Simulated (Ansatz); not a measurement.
A run of Ansatz 0.2.0:

input.yaml

```yaml
crystal:
  lattice:
    - [-2.62333646, 4.776753505, 4.441674725]
    - [2.62333646, -4.776753505, 4.441674725]
    - [2.62333646, 4.776753505, -4.441674725]
  atoms:
    - { symbol: Si, position: [0.26034098, 0.84494489, 0.41539609] }
    - { symbol: Si, position: [0.0704512, 0.15505511, 0.91539609] }
    - { symbol: Si, position: [0.73965902, 0.15505511, 0.58460391] }
    - { symbol: Si, position: [0.9295488, 0.84494489, 0.08460391] }
    - { symbol: O, position: [0.5, 0.0, 0.5] }
    - { symbol: O, position: [0.0, 0.0, 0.0] }
    - { symbol: O, position: [0.79317541, 0.0, 0.29317541] }
    - { symbol: O, position: [0.20682459, 0.5, 0.20682459] }
    - { symbol: O, position: [0.20682459, 0.0, 0.70682459] }
    - { symbol: O, position: [0.79317541, 0.5, 0.79317541] }
    - { symbol: O, position: [0.86931113, 0.11931113, 0.75] }
    - { symbol: O, position: [0.13068887, 0.88068887, 0.25] }
hamiltonian:
  xc: pbe
  pseudopotentials: { kind: paw }
kpoints:
  mp_grid: { grid: [6, 6, 6] }
scf:
  occupations: { method: fermi_dirac, width: 0.05 }
basis:
  ecutwfc: "250 eV"
output:
  forces: true
  stress: true
  eigenvalues: true
```

Potentials or basis: Ansatz PAW.

Command:

```bash
$ ansatz run input.yaml --threads 4 --pin off --max-ram 11264MiB --backend cpu --events-out ev --progress --plain --runs-dir out
```

Hardware: 4 threads of Arm Neoverse V2 (shared host).

Q: Estimate the wall time of this run.

A: It took 3 s on 4 threads of Arm Neoverse V2, on a shared host, peak memory 0.51 GiB. Counts: scf iterations 7, plane waves 1993, k points 46, bands 44.
